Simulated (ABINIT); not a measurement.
A run of ABINIT 10.8.3 (patched build) is set up as follows.

The input run.abi:

```
# Datasets: ground state, then fixed potential
ndtset 2

# Pseudopotentials
pp_dirpath "./"
pseudos "Nb.GGA_PBE-JTH.xml, P.GGA_PBE-JTH.xml"

# Structure
acell 6.209635874 6.209635874 6.209635874 Angstrom
rprim
    -0.2697297053     0.2697297053     0.9243872414
     0.2697297053    -0.2697297053     0.9243872414
     0.2697297053     0.2697297053    -0.9243872414
ntypat 2
znucl 41 15
natom 4
typat 1 1 2 2
xred
     0.2498808000     0.7498808000     0.5000000000
     0.4998808000     0.4998808000     0.0000000000
     0.8327477700     0.3327477700     0.5000000000
     0.0827477700     0.0827477700     0.0000000000

# Plane-wave basis
ecut 20.0
pawecutdg 40.0
pawxcdev 0

# Exchange and correlation
ixc -116133

# Bands and occupations
occopt 3
tsmear 0.05 eV

# SCF cycle
nstep 100

# Output
iomode 3
prtwf 0
prteig 0
prtebands 0
enunit 1
prtden1 1

# Dataset 1
kptopt1 1
ngkpt1 11 11 11
nshiftk1 1
shiftk1 0.0 0.0 0.0
nband1 22
tolvrs1 1.0e-9

# Dataset 2: bands along G-X-Y-S-G-Z-S1-N-P-Y1-Z
iscf2 -2
getden2 1
nband2 28
nbdbuf2 4
tolwfr2 1.0e-11
kptopt2 -10
ndivsm2 8
prteig2 1
kptbounds2
     0.0000000000     0.0000000000     0.0000000000
    -0.5000000000     0.5000000000     0.0000000000
    -0.5000000000     0.5000000000    -0.0425715708
    -0.2712857854     0.2712857854    -0.2712857854
     0.0000000000     0.0000000000     0.0000000000
     0.5000000000     0.5000000000    -0.5000000000
     0.2712857854     0.7287142146    -0.7287142146
     0.0000000000     0.5000000000    -0.5000000000
    -0.2500000000     0.7500000000    -0.2500000000
     0.0425715708     0.9574284292    -0.5000000000
     0.5000000000     0.5000000000    -0.5000000000
```

Potentials or basis: JTH PAW PBE v2.0.

Launch:

```console
$ abinit run.abi > log 2>&1
```

Q: What does it give for the pressure?

A: -6.6 GPa.

Q: Estimate the band gap on the k mesh.

A: None (metal or under the smearing width).

Q: What does it give for the largest force?

A: 0.018 eV/Å.

Stress tensor (GPa, compression positive):
```
-6.48  0.00  0.00
 0.00 -6.48  0.00
 0.00  0.00 -6.72
```

Caveat: the PAW data sets were made with another functional, which shifts forces and pressure a little.
